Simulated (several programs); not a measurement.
What each method gives for InP (zincblende)

InP (zincblende), relaxed with r2SCAN in Ansatz, was computed with several methods. It is cubic, F-43m (No. 216); a = 5.908 Å in the conventional setting, 25.77 Å³ an atom. Around In lie 4 P at 2.56 Å; around P lie 4 In at 2.56 Å. Spin-unpolarised throughout; all numbers are computed.

```cif
data_structure
_symmetry_space_group_name_H-M 'P 1'
_symmetry_Int_Tables_number 1
_cell_length_a 4.1773
_cell_length_b 4.1773
_cell_length_c 4.1773
_cell_angle_alpha 60.000
_cell_angle_beta 60.000
_cell_angle_gamma 60.000
_cell_volume 51.54
loop_
_atom_site_label
_atom_site_type_symbol
_atom_site_fract_x
_atom_site_fract_y
_atom_site_fract_z
_atom_site_occupancy
In1 In 0.00000 0.00000 0.00000 1
P1 P 0.25000 0.25000 0.25000 1
```

Gaps and times are for a single point on this cell; volume and bulk modulus come from each method's own relaxation or energy curve at fixed shape. Times are rough, from shared hosts (Arm Neoverse V1; NVIDIA H100 80GB HBM3), and each method has its own mesh and cell size. A dagger marks a closed or tiny gap in a crystal that DFT finds insulating: a failure of the method or a wrong SCF state. PM6 (MOPAC), PM7 (MOPAC), GFN2-xTB (tblite) treat a cluster of cells at its zone centre, which samples few k points: where these miss a band edge, the gap comes out too large for that reason alone. Gaps from k meshes are read at a limited set of points (mesh, symmetry points, PBE's band edges), so each method's own least gap may be somewhat smaller. Force fields have no electrons; where one was fitted to this phase, its volume and modulus reflect the fit. xTB and the PM methods were fitted mostly to molecules, and can miss a solid's gap by electronvolts. Minimal bases can be far off for gaps. Times of the plane-wave ladder aren't listed, since it ran on unlike processors and cards. GLLB-SC's gap includes the derivative discontinuity. G0W0 is at finite bands, cutoff and mesh. d marks a direct gap, i an indirect one (no mark: not told apart), a dash a value that wasn't computed or didn't pass its checks.

| method | kind | gap (eV) | own volume (Å³/atom) | bulk modulus (GPa) | atoms computed | processor time |
| --- | --- | --- | --- | --- | --- | --- |
| PBEsol | semilocal | – | 25.41 | – | 2 | – |
| InP.vashishta (LAMMPS) | force field | – | 25.26 | 72 | 2 | 0.12 s |
| light PBE (260 eV and a coarse mesh) | light plane-wave | 0.60 d | – | – | 2 | 0.82 s |
| PBE | semilocal | 0.59 d | 26.44 | 60 | 2 | – |
| LDA | semilocal | 0.35 d | 24.73 | – | 2 | – |
| PBE/single zeta (GPAW) | small basis | 0.67 d | – | – | 2 | 4.2 s |
| PM7 (MOPAC) | semi-empirical | 6.83 | – | – | cluster | 5.5 s |
| GFN2-xTB (tblite) | tight binding | 0.00† | – | – | cluster | 6.5 s |
| PBE/SZV (CP2K) | small basis | 0.81 d | 27.71 | 58 | 2 | 6.7 s |
| PM6 (MOPAC) | semi-empirical | 8.57 | – | – | cluster | 6.7 s |
| r2SCAN | semilocal | 1.03 d | 25.77 | 68 | 2 | – |
| GLLB-SC (GPAW) | model potential | 1.36 | – | – | 2 | 8.1 s |
| PBE+SOC | semilocal | 0.56 d | – | – | 2 | – |
| G0W0@r2SCAN (180 eV screening cutoff) | many-body | 1.32 | – | – | 2 | – |
| PBE/DZVP (CP2K) | small basis | 0.54 d | 26.66 | 59 | 2 | 23 s |
| G0W0@PBE (260 eV screening cutoff) | many-body | 1.02 | – | – | 2 | – |
| G0W0@LDA (140 eV screening cutoff) | many-body | 0.97 | – | – | 2 | – |
| G0W0@PBE0 (180 eV screening cutoff) | many-body | 1.67 | – | – | 2 | – |
| G0W0@HSE06 (180 eV screening cutoff) | many-body | 1.49 | – | – | 2 | – |
| PBE0 | hybrid | 1.96 d | – | – | 2 | – |
| HSE06 | hybrid | 1.36 d | 25.77 | – | 2 | – |
| DDH-PBE0 | hybrid | 1.05 d | – | – | 2 | – |
| Hartree-Fock | exact exchange | 7.00 d | – | – | 2 | – |
| r2SCANh | hybrid | 1.49 d | – | – | 2 | – |
| HSE06+SOC | hybrid | 1.36 d | – | – | 2 | – |

Against HSE06 (1.36 eV) and with closed or daggered gaps left aside, the nearest gap at the points sampled is that of HSE06+SOC (0.00 eV) and the farthest that of PM6 (MOPAC) (+7.21 eV). HSE06 is only a yardstick of convenience, and nearness to it can be luck.

Volumes against r2SCAN's: PBEsol -1.4 %, InP.vashishta (LAMMPS) -2.0 %, PBE +2.6 %, LDA -4.0 %, PBE/SZV (CP2K) +7.5 %, PBE/DZVP (CP2K) +3.4 %, HSE06 0.0 %.

Runs without a result: GFN1-xTB (tblite) (single point).

Only the rows marked +SOC include spin-orbit coupling.
